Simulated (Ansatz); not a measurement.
# Si: gaps at several levels of theory

One table from this session's results is given with a row withheld; the runs are named, their logs left out.

The COD entry's cell or inner coordinates are ideal or old and differ from later refinements, so a difference from it is no clean test against experiment.

Method: DFT PBEsol, scalar-relativistic, plane waves, PAW, in Ansatz 0.2.0.

That is the level of the relaxation; later steps name their own.

1 further run of the same task is left out (set aside as unsound or not needed).

## The starting structure

It takes space group Fd-3m (No. 227, cubic). Conventional cell: a = 5.434 Å, b = 5.434 Å, c = 5.434 Å, α = 90.00°, β = 90.00°, γ = 90.00°. Around Si (site symmetry -43m) lie 4 Si at 2.35 Å.

Structure file:

```
Si
1.0
     0.00000    2.71681    2.71681
     2.71681    0.00000    2.71681
     2.71681    2.71681    0.00000
Si
2
Direct
  0.75000 0.75000 0.75000
  0.50000 0.50000 0.50000
```

This cell was relaxed beforehand with the same method: volume 20.05 Å³/atom, gap on the mesh 0.46 eV.

The first run:

File input.yaml:

```yaml
crystal:
  lattice:
    - [0.0, 2.7168139082, 2.7168139082]
    - [2.7168139082, 0.0, 2.7168139082]
    - [2.7168139082, 2.7168139082, 0.0]
  atoms:
    - { symbol: Si, position: [0.75, 0.75, 0.75] }
    - { symbol: Si, position: [0.5, 0.5, 0.5] }
basis:
  ecutwfc: 420
kpoints:
  mp_grid: { grid: [12, 12, 12] }
  band_path: { path: [VBM, CBM], npoints: 2 }
hamiltonian:
  xc: pbesol
scf:
  occupations: { method: gaussian, width: 0.02 }
output:
  forces: true
  stress: true
  eigenvalues: true
```

The run is started by

```sh
$ ansatz run input.yaml --threads 2 --pin off --max-ram 5120MiB --backend cpu --events-out ev --progress --plain --runs-dir out
```

Steps of the session up to this table: Band edges over the whole zone; The run at PBEsol, 250 eV and coarse mesh; The run at LDA; The run at PBE0; Levels with Hartree-Fock.

One of the session's tables, all rows but one given; the rest of the session is left out.

```
                         level  gap (eV)  least direct gap (eV)
PBEsol, 250 eV and coarse mesh      0.42                   2.49
                           LDA      0.47                   2.53
                          PBE0      1.79                   3.97
                  Hartree-Fock         ?                      ?
```

Estimate the missing values for Hartree-Fock.

**Answer.** gap (eV): 6.37; least direct gap (eV): 9.06. In the column «gap (eV)» it is the highest.

Gaps are by band count over the mesh and the named points; a gap of 0 means that the bands overlap or touch.

Limits of these values: The settings are coarse, so take the values as rough. Warnings in the runs' records: cutoff below recommended.
